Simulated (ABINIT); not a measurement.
Here is an ABINIT 10.8.3 (patched build) calculation.

Contents of run.abi:

```
# Pseudopotentials
pp_dirpath "./"
pseudos "Zr.upf, S.upf"

# Structure
acell 3*1.0
rprim
     6.9757020403     0.0000000000     0.0000000000
    -3.4878510202     6.0411351761     0.0000000000
     0.0000000000     0.0000000000    11.4159810467
ntypat 2
znucl 40 16
natom 3
typat 1 2 2
xred
     0.0000000000     0.0000000000     0.0000000000
     0.3333333333     0.6666666667     0.2379099700
     0.6666666667     0.3333333333     0.7620900300

# Plane-wave basis
ecut 897.975746 eV

# k points
kptopt 1
ngkpt 6 6 4
nshiftk 1
shiftk 0.0 0.0 0.0

# Exchange and correlation
ixc 11

# Bands and occupations
nband 16
occopt 3
tsmear 0.05 eV

# SCF cycle
nstep 100
tolvrs 1.0e-10

# Output
iomode 3
prtwf 0
prtden 0
prteig 0
prtebands 0
enunit 1
```

Potentials or basis: PseudoDojo NC SR PBE v0.4.1 standard.

Command:

```console
$ abinit run.abi > log 2>&1
```

Question: What does it give for the largest force?

Answer: 0.046 eV/Å.

Question: Estimate the band gap on the k mesh.

Answer: 1.07 eV, indirect (least direct gap 1.63 eV).

Question: What does it give for the pressure?

Answer: 0.6 GPa.

Forces on the atoms (eV/Å):
```
Zr   0.000  0.000  0.000
S    0.000  0.000  0.046
S    0.000  0.000 -0.046
```

Caveat: this functional lacks dispersion, which binds the layers, so the pressure and a relaxed spacing across them are unreliable.

**Experimental background.**

“Stress-Tuned Optical Transitions in Layered 1T-MX2 (M= Hf, Zr, Sn; X= S, Se) Crystals”, 2022, arxiv:2210.12074 quotes, for a bulk crystal of ZrS2: band gap 1.68 eV (indirect).

Measured gap of ZrS2: 1.68 eV (indirect; quoted in “Stress-Tuned Optical Transitions in Layered 1T-MX2 (M= Hf, Zr, Sn; X= S, Se) Crystals”, 2022, arxiv:2210.12074). This calculation gives 1.07 eV (-0.61 eV). Spin-orbit coupling on Zr is left out. The value is that of PBE on a finite k mesh, which can miss the band edges, without temperature or zero-point motion. Semilocal functionals fall short of measured gaps as a rule. The cell is a database's relaxed one, not the measured one, which moves gaps too.
